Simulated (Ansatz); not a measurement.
# SiO2: the cost of one run

Method: DFT, PBE, plane-wave PAW, default files, scalar-relativistic, as far as a step names no other, in Ansatz 0.2.0.

## (1) The system as given

The structure is orthorhombic, space group Pmma (No. 51). Conventional cell: a = 5.238 Å, b = 7.441 Å, c = 8.123 Å, α = 90.00°, β = 90.00°, γ = 90.00°. Si (site symmetry m) has 4 O at 1.60 to 1.61 Å as nearest neighbours. Si (site symmetry mm2) has 4 O at 1.60 to 1.61 Å as nearest neighbours. Around O (site symmetry 2) lie 2 Si at 1.61 Å. O (site symmetry mm2) is surrounded by 2 Si at 1.61 Å. Around O (site symmetry m) lie 2 Si at 1.60 to 1.61 Å. Around O (site symmetry 2/m) lie 2 Si at 1.60 Å.

Coordinates:

```
CELL_PARAMETERS angstrom
5.23827 0.00000 0.00000
0.00000 7.44058 0.00000
0.00000 0.00000 8.12286
ATOMIC_POSITIONS crystal
Si 0.25000 0.21135 0.10526
Si 0.75000 0.78865 0.89474
Si 0.75000 0.21135 0.89474
Si 0.25000 0.78865 0.10526
Si 0.25000 0.50000 0.38688
Si 0.75000 0.50000 0.61312
O 0.00000 0.26266 0.00000
O 0.50000 0.73734 0.00000
O 0.00000 0.73734 0.00000
O 0.50000 0.26266 0.00000
O 0.25000 0.00000 0.14828
O 0.75000 0.00000 0.85172
O 0.25000 0.32188 0.27441
O 0.75000 0.67812 0.72559
O 0.75000 0.32188 0.72559
O 0.25000 0.67812 0.27441
O 0.50000 0.50000 0.50000
O 0.00000 0.50000 0.50000
```

## (2) Gradients at the starting positions

input.yaml reads:

```yaml
crystal:
  lattice:
    - [5.23827461, 0.0, 0.0]
    - [0.0, 7.44058448, 0.0]
    - [0.0, 0.0, 8.12286306]
  atoms:
    - { symbol: Si, position: [0.25, 0.21134974, 0.10525569] }
    - { symbol: Si, position: [0.75, 0.78865026, 0.89474431] }
    - { symbol: Si, position: [0.75, 0.21134974, 0.89474431] }
    - { symbol: Si, position: [0.25, 0.78865026, 0.10525569] }
    - { symbol: Si, position: [0.25, 0.5, 0.38688496] }
    - { symbol: Si, position: [0.75, 0.5, 0.61311504] }
    - { symbol: O, position: [0.0, 0.26266146, 0.0] }
    - { symbol: O, position: [0.5, 0.73733854, 0.0] }
    - { symbol: O, position: [0.0, 0.73733854, 0.0] }
    - { symbol: O, position: [0.5, 0.26266146, 0.0] }
    - { symbol: O, position: [0.25, 0.0, 0.14827792] }
    - { symbol: O, position: [0.75, 0.0, 0.85172208] }
    - { symbol: O, position: [0.25, 0.32187985, 0.27441452] }
    - { symbol: O, position: [0.75, 0.67812015, 0.72558548] }
    - { symbol: O, position: [0.75, 0.32187985, 0.72558548] }
    - { symbol: O, position: [0.25, 0.67812015, 0.27441452] }
    - { symbol: O, position: [0.5, 0.5, 0.5] }
    - { symbol: O, position: [0.0, 0.5, 0.5] }
kpoints:
  mp_grid: { grid: [4, 3, 3] }
scf:
  occupations: { method: fermi_dirac, width: 0.02 }
hamiltonian:
  xc: pbe
  pseudopotentials: { kind: paw }
output:
  forces: true
  stress: true
  populations: true
  efg: { quadrupole_moments_barn: { O: -0.02558 }, contact_densities: true }
```

Run with:

```
> ansatz run input.yaml --threads 1 --pin off --max-ram 2560MiB --backend cpu --events-out ev --progress --plain --runs-dir out
```

What time and memory should one allow on 1 thread of Arm Neoverse V2, shared host?

About 19 s, with a peak of 0.58 GiB.
